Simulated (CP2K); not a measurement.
# GaAs (F-43m) in CP2K: notebook, part 2 of 2

CP2K 2026.2.

### 4 Band structure, PBE

Contents of gaas_bands.inp:

```
&GLOBAL
  PROJECT gaas_bands
  RUN_TYPE ENERGY_FORCE
  PRINT_LEVEL LOW
&END GLOBAL
&FORCE_EVAL
  METHOD QS
  STRESS_TENSOR ANALYTICAL
  &DFT
    BASIS_SET_FILE_NAME BASIS_MOLOPT
    POTENTIAL_FILE_NAME GTH_POTENTIALS
    &MGRID
      CUTOFF 450
      REL_CUTOFF 60
      NGRIDS 5
    &END MGRID
    &QS
      METHOD GPW
      EPS_DEFAULT 1.0E-10
    &END QS
    &KPOINTS
      SCHEME MONKHORST-PACK 8 8 8
      GAMMA_CENTERED T
      SYMMETRY T
      SYMMETRY_BACKEND SPGLIB
    &END KPOINTS
    &SCF
      SCF_GUESS ATOMIC
      EPS_SCF 1.0E-6
      MAX_SCF 100
      ADDED_MOS 10
      CHOLESKY OFF
      EPS_EIGVAL 1.0E-7
      &DIAGONALIZATION ON
        ALGORITHM STANDARD
      &END DIAGONALIZATION
      &MIXING ON
        METHOD BROYDEN_MIXING
        ALPHA 0.4
        BETA 1.5
        NBUFFER 8
      &END MIXING
      &SMEAR ON
        METHOD FERMI_DIRAC
        ELECTRONIC_TEMPERATURE 580.23
      &END SMEAR
    &END SCF
    &XC
      &XC_FUNCTIONAL
        &GGA_X_PBE
        &END GGA_X_PBE
        &GGA_C_PBE
        &END GGA_C_PBE
      &END XC_FUNCTIONAL
    &END XC
    &PRINT
      &KPOINTS ON
      &END KPOINTS
      &MULLIKEN ON
      &END MULLIKEN
      &MO ON
        ENERGIES T
        OCCUPATION_NUMBERS T
        &EACH
          QS_SCF 0
        &END EACH
        ADD_LAST NUMERIC
      &END MO
      &LOWDIN ON
      &END LOWDIN
      &HIRSHFELD ON
        SHAPE_FUNCTION DENSITY
      &END HIRSHFELD
      &BAND_STRUCTURE
        FILE_NAME bands.bs
        ADDED_MOS 6
        &KPOINT_SET
          UNITS B_VECTOR
          NPOINTS 10
          SPECIAL_POINT GAMMA 0.00000000 0.00000000 0.00000000
          SPECIAL_POINT X 0.50000000 0.00000000 0.50000000
          SPECIAL_POINT W 0.50000000 0.25000000 0.75000000
          SPECIAL_POINT K 0.37500000 0.37500000 0.75000000
          SPECIAL_POINT GAMMA 0.00000000 0.00000000 0.00000000
          SPECIAL_POINT L 0.50000000 0.50000000 0.50000000
          SPECIAL_POINT U 0.62500000 0.25000000 0.62500000
          SPECIAL_POINT W 0.50000000 0.25000000 0.75000000
          SPECIAL_POINT L 0.50000000 0.50000000 0.50000000
          SPECIAL_POINT K 0.37500000 0.37500000 0.75000000
        &END KPOINT_SET
        &KPOINT_SET
          UNITS B_VECTOR
          NPOINTS 10
          SPECIAL_POINT U 0.62500000 0.25000000 0.62500000
          SPECIAL_POINT X 0.50000000 0.00000000 0.50000000
        &END KPOINT_SET
      &END BAND_STRUCTURE
    &END PRINT
  &END DFT
  &SUBSYS
    &CELL
      A 3.9977696088 0.0000000000 0.0000000000
      B 1.9988848044 3.4621700397 0.0000000000
      C 1.9988848044 1.1540566799 3.2641652169
      PERIODIC XYZ
    &END CELL
    &COORD
      SCALED
      As  0.7500000000 0.7500000000 0.7500000000
      Ga  0.0000000000 0.0000000000 0.0000000000
    &END COORD
    &KIND As
      BASIS_SET DZVP-MOLOPT-SR-GTH-q5
      POTENTIAL GTH-BLYP-q5
    &END KIND
    &KIND Ga
      BASIS_SET DZVP-MOLOPT-SR-GTH-q13
      POTENTIAL GTH-BLYP-q13
    &END KIND
    &PRINT
      &ATOMIC_COORDINATES ON
      &END ATOMIC_COORDINATES
      &CELL ON
      &END CELL
    &END PRINT
  &END SUBSYS
  &PRINT
    &FORCES ON
    &END FORCES
    &STRESS_TENSOR ON
    &END STRESS_TENSOR
  &END PRINT
&END FORCE_EVAL
```

Potentials or basis: GTH_POTENTIALS As GTH-BLYP-q5, Ga GTH-BLYP-q13; DZVP-MOLOPT-SR-GTH basis.

On the command line:

```sh
OMP_NUM_THREADS=1 cp2k.psmp -i gaas_bands.inp -o gaas_bands.out
```

gaas_bands.out:

```text

 CP2K| version string:                                       CP2K version 2026.2
 CP2K| Input file name                                            gaas_bands.inp

 GLOBAL| Force Environment number                                              1
 GLOBAL| Basis set file name                                        BASIS_MOLOPT
 GLOBAL| Potential file name                                      GTH_POTENTIALS
 GLOBAL| MM Potential file name                                     MM_POTENTIAL
 GLOBAL| Coordinate file name                                      __STD_INPUT__
 GLOBAL| Method name                                                        CP2K
 GLOBAL| Project name                                                 gaas_bands
 GLOBAL| Run type                                                   ENERGY_FORCE
 GLOBAL| FFT library                                                       FFTW3
 GLOBAL| Diagonalization library                                       ScaLAPACK
 GLOBAL| Cholesky decomposition library                                ScaLAPACK
 GLOBAL| DGEMM library                                                      BLAS
[... 571 lines left out ...]
 KPOINTS| Number of k-points in set    2                                      11
 KPOINTS| In units of b-vector [2pi/Bohr]
 KPOINTS| Special point     1           U     0.625000     0.250000     0.625000
 KPOINTS| Special point     2           X     0.500000     0.000000     0.500000

 ENERGY| Total FORCE_EVAL ( QS ) energy [hartree]            -80.761248638212805

 FORCES| Atomic forces [hartree/bohr]
 FORCES|   Atom     x               y               z               |f|
 FORCES|      1 -5.41135718E-05 -3.12577903E-05 -2.20320443E-05   6.62626523E-05
 FORCES|      2 -3.78228736E-05 -2.18217253E-05 -1.55006303E-05   4.63360227E-05
 FORCES| Sum    -9.19364454E-05 -5.30795156E-05 -3.75326745E-05
 FORCES| Total atomic force                                       1.12598608E-04

 STRESS| Analytical stress tensor [bar]
 STRESS|                        x                   y                   z
 STRESS|      x        3.62751422743E+04   5.30535106303E+02   3.74886842759E+02
 STRESS|      y        5.30535106303E+02   3.56626698922E+04   2.16730981636E+02
 STRESS|      z        3.74886842759E+02   2.16730981636E+02   3.55097399144E+04
 STRESS| 1/3 Trace                                             3.58158506936E+04
 STRESS| Determinant                                           4.59212046891E+13

 STRESS| Eigenvectors and eigenvalues of the analytical stress tensor [bar]
 STRESS|                        1                   2                   3
 STRESS| Eigenvalues   3.53562207905E+04   3.53567580403E+04   3.67345732500E+04
 STRESS|      x          -0.315002442511     -0.483925280299      0.816449498928
 STRESS|      y           0.847494734244      0.243815189297      0.471494251181
 STRESS|      z          -0.427230776795      0.840458491869      0.333321746672
```

bands.bs:

```text
# Set 1: 10 special points, 91 k-points, 25 bands
#  Special point 1          0.00000000     0.00000000     0.00000000  GAMMA
#  Special point 2          0.50000000     0.00000000     0.50000000  X
#  Special point 3          0.50000000     0.25000000     0.75000000  W
#  Special point 4          0.37500000     0.37500000     0.75000000  K
#  Special point 5          0.00000000     0.00000000     0.00000000  GAMMA
#  Special point 6          0.50000000     0.50000000     0.50000000  L
#  Special point 7          0.62500000     0.25000000     0.62500000  U
#  Special point 8          0.50000000     0.25000000     0.75000000  W
#  Special point 9          0.50000000     0.50000000     0.50000000  L
#  Special point 10         0.37500000     0.37500000     0.75000000  K
#  Point 1      Spin 1:     0.00000000     0.00000000     0.00000000       0.01098901
#   Band    Energy [eV]     Occupation
       1   -10.40400641     2.00000000
       2   -10.40400509     2.00000000
       3   -10.40378883     2.00000000
       4   -10.32178659     2.00000000
       5   -10.32178634     2.00000000
       6    -8.47812038     2.00000000
[... 1427 lines left out ...]
       3   -10.37961827     2.00000000
       4   -10.31993074     2.00000000
       5   -10.31710221     2.00000000
       6    -6.61753052     2.00000000
[... 12 lines left out ...]
      19    20.93770449     0.00000000
      20    25.39161217     0.00000000
      21    29.36
```

Wall time 25 s (1 thread of Arm Neoverse V2, shared host); peak memory 0.28 GiB.

What came out:

```
Free energy             : -2197.6253 eV
Pressure                : 3.6 GPa
Band gap on the k mesh  : 0.46 eV, direct
Band gap along the path : 0.46 eV, direct
Mulliken charges        : As -0.17; Ga +0.17 e
Hirshfeld charges       : As -0.13; Ga +0.13 e
```

Levels at the corners of the path, in eV from the valence-band top:
```
point  band 7  band 8  band 9  band 10  band 11  band 12
    Γ    0.00    0.00    0.00     0.46     3.74     3.74
    X   -6.88   -2.71   -2.71     1.57     1.67    10.42
    W   -6.70   -3.55   -3.38     4.65     4.86     5.59
    K   -6.70   -3.89   -2.29     2.00     4.74     8.28
    Γ    0.00    0.00    0.00     0.46     3.74     3.74
    L   -6.69   -1.16   -1.16     0.98     4.74     4.74
    U   -6.70   -3.89   -2.29     2.00     4.74     8.28
    W   -6.70   -3.55   -3.38     4.65     4.86     5.59
    L   -6.69   -1.16   -1.16     0.98     4.74     4.74
    K   -6.70   -3.89   -2.29     2.00     4.74     8.28
    U   -6.70   -3.89   -2.29     2.00     4.74     8.28
    X   -6.88   -2.71   -2.71     1.57     1.67    10.42
```

Caveat: Mulliken charges move with the basis; the potentials were made for another functional, which shifts forces and pressure; the basis of atomic orbitals isn't converged, which shifts pressures, moduli and gaps; the real-space grid breaks the cell's symmetry a little.

### 5 The runs side by side

```csv
potentials or basis,gap on the mesh (eV),pressure (GPa)
"GTH_POTENTIALS As GTH-PBE-q5, Ga GTH-PBE-q13; DZVP-MOLOPT-SR-GTH basis",0.50,4.2
"GTH_POTENTIALS As GTH-PADE-q5, Ga GTH-PADE-q13; DZVP-MOLOPT-SR-GTH basis",0.54,2.0
"GTH_POTENTIALS As GTH-BLYP-q5, Ga GTH-BLYP-q13; DZVP-MOLOPT-SR-GTH basis",0.46,3.6
```

Alike in all rows: task band structure; level PBE; no spin polarisation; cell as given; k mesh 8 × 8 × 8; smearing fermi-dirac 0.05 eV.

Caveats: the basis of atomic orbitals isn't converged, which shifts pressures, moduli and gaps; the real-space grid breaks the cell's symmetry a little; the potentials were made for another functional, which shifts forces and pressure (some runs).

Absolute energies hang on the potentials; compare differences alone.

### 6 Against experiment

Step 2. Measured gap of GaAs: 1.412 eV (direct; 300 K; “Evidence of valence band perturbations in GaAsN/GaAs(001): A combined variable-angle spectroscopic ellipsometry and modulated photoreflectance investigation”, 2008, arxiv:0805.2212). This calculation gives 0.50 eV (-0.91 eV). 3 values of this kind are on record (1.412 to 1.51 eV); this one was drawn at random among those near their median, those with a stated uncertainty first. Spin-orbit coupling on As, Ga is left out. The value is that of PBE in an atomic basis (GTH_POTENTIALS As GTH-PBE-q5, Ga GTH-PBE-q13; DZVP-MOLOPT-SR-GTH basis), whose error adds to the functional's,, without temperature or zero-point motion. Semilocal functionals fall short of measured gaps as a rule.

Step 3. A measured gap of GaAs is 1.412 eV (direct; 300 K; “Evidence of valence band perturbations in GaAsN/GaAs(001): A combined variable-angle spectroscopic ellipsometry and modulated photoreflectance investigation”, 2008, arxiv:0805.2212); the calculated 0.54 eV misses it by -0.87 eV. 3 values of this kind are on record (1.412 to 1.51 eV); this one was drawn at random among those near their median, those with a stated uncertainty first. Spin-orbit coupling on As, Ga is left out. The value is that of PBE in an atomic basis (GTH_POTENTIALS As GTH-PADE-q5, Ga GTH-PADE-q13; DZVP-MOLOPT-SR-GTH basis), whose error adds to the functional's,, without temperature or zero-point motion. Semilocal functionals fall short of measured gaps as a rule.

Step 4. A measured gap of GaAs is 1.412 eV (direct; 300 K; “Evidence of valence band perturbations in GaAsN/GaAs(001): A combined variable-angle spectroscopic ellipsometry and modulated photoreflectance investigation”, 2008, arxiv:0805.2212); the calculated 0.46 eV misses it by -0.95 eV. 3 values of this kind are on record (1.412 to 1.51 eV); this one was drawn at random among those near their median, those with a stated uncertainty first. Spin-orbit coupling on As, Ga is left out. The value is that of PBE in an atomic basis (GTH_POTENTIALS As GTH-BLYP-q5, Ga GTH-BLYP-q13; DZVP-MOLOPT-SR-GTH basis), whose error adds to the functional's,, without temperature or zero-point motion. Semilocal functionals fall short of measured gaps as a rule.
